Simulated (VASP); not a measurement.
Write the native input for VASP 6.6.1 that does the following.

* Task: single point
* Functional: PBEsol
* Potentials or basis: VASP PAW PBE potentials, release 64 (Ti_sv)
* Cutoff: 520 eV
* k mesh: 18 × 18 × 18
* Occupations: gaussian, width 0.1 eV
* Spin: no spin polarisation
* Dipole correction: no
* Further INCAR settings: ALGO = Fast; EDIFF = 1e-06; NBANDS = 12

The structure of Ti lies in POSCAR:

```
Ti
1.0
    0.0000000000      2.0279211583      2.0279211583
    2.0279211583      0.0000000000      2.0279211583
    2.0279211583      2.0279211583      0.0000000000
Ti
1
Direct
    0.0000000000      0.0000000000      0.0000000000
```

This isn't the form of Ti at room conditions, which is hcp.

The input as run:

INCAR

```
PREC     = Accurate       # precision mode
ENCUT    = 520            # plane-wave cutoff, eV
EDIFF    = 1E-6           # SCF threshold, eV
ISMEAR   = 0              # smearing method
SIGMA    = 0.1            # smearing width, eV
LREAL    = F              # projectors in reciprocal space
LASPH    = T              # aspherical terms in the spheres
NELM     = 60             # most SCF steps
ALGO     = Fast           # electronic algorithm
ISIF     = 2              # what is computed and relaxed
LWAVE    = F              # write WAVECAR
LCHARG   = F              # write CHGCAR
GGA      = PS             # functional
NBANDS   = 12             # bands
```

KPOINTS

```
Automatic mesh
0
Gamma
  18 18 18
```

Potentials or basis: VASP PAW PBE potentials, release 64 (Ti_sv).

Launch:

```sh
$ cat potpaw_PBE.64/Ti_sv/POTCAR > POTCAR
$ mpirun -np 1 vasp_std > vasp.out
```

It gave:

```yaml
Pressure: -0.3 GPa
Band_gap_on_the_k_mesh: none (metal or under the smearing width)
```

Caveat: the PAW data sets were made with another functional, which shifts forces and pressure a little.

Run time: 53 s on 1 thread of Intel(R) Xeon(R) Platinum 8259CL CPU @ 2.50GHz (Skylake/Cascade Lake), on a shared host, peak memory 0.16 GiB.
